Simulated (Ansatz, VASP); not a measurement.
**One calculation of BeSe, two programs**

File INCAR:

```
ALGO = Normal
EDIFF = 1E-6
ENCUT = 520
GGA = PE
ISIF = 2
ISMEAR = -1
LASPH = T
LCHARG = F
LREAL = F
LWAVE = F
NBANDS = 11
NELM = 100
PREC = Accurate
SIGMA = 0.02
```

The input KPOINTS:

```
k-points
0
Gamma
  10 10 10
```

POSCAR

```
BeSe
1.0
    0.0000000000      2.5765647645      2.5765647645
    2.5765647645      0.0000000000      2.5765647645
    2.5765647645      2.5765647645      0.0000000000
Be Se
1 1
Direct
    0.0000000000      0.0000000000      0.0000000000
    0.7500000000      0.7500000000      0.7500000000
```

Input for Ansatz:

```yaml
crystal:
  lattice:
    - [0.0, 2.5765647645, 2.5765647645]
    - [2.5765647645, 0.0, 2.5765647645]
    - [2.5765647645, 2.5765647645, 0.0]
  atoms:
    - { symbol: Be, position: [0.0, 0.0, 0.0] }
    - { symbol: Se, position: [0.75, 0.75, 0.75] }
kpoints:
  mp_grid: { grid: [10, 10, 10] }
scf:
  occupations: { method: fermi_dirac, width: 0.02 }
hamiltonian:
  xc: pbe
  pseudopotentials: { kind: all_electron, lapw: { basis_error: 0.001 } }
output:
  forces: true
  stress: true
  eigenvalues: true
```

Change from the starting cell: volume scaled by 1.05.

Alike in both runs: task single point; functional PBE; k mesh 10 × 10 × 10; occupations fermi-dirac, width 0.02 eV; no spin polarisation.

|  | VASP | Ansatz |
| --- | --- | --- |
| version | VASP 6.6.1 | Ansatz 0.2.0 |
| potentials or method | VASP PAW PBE potentials, release 64 (Be, Se) | all-electron LAPW, scalar-relativistic |
| plane-wave cutoff (eV) | 520 | see its input |

```csv
,VASP,Ansatz,Ansatz less VASP
gap on the k mesh at the Fermi level (eV),2.63,2.64,+0.011
pressure (GPa),1.3,1.1,-0.20
```

Ansatz ran all-electron here, so the differences hold the error of VASP's frozen core and of both bases.

A k mesh can miss the band edges.
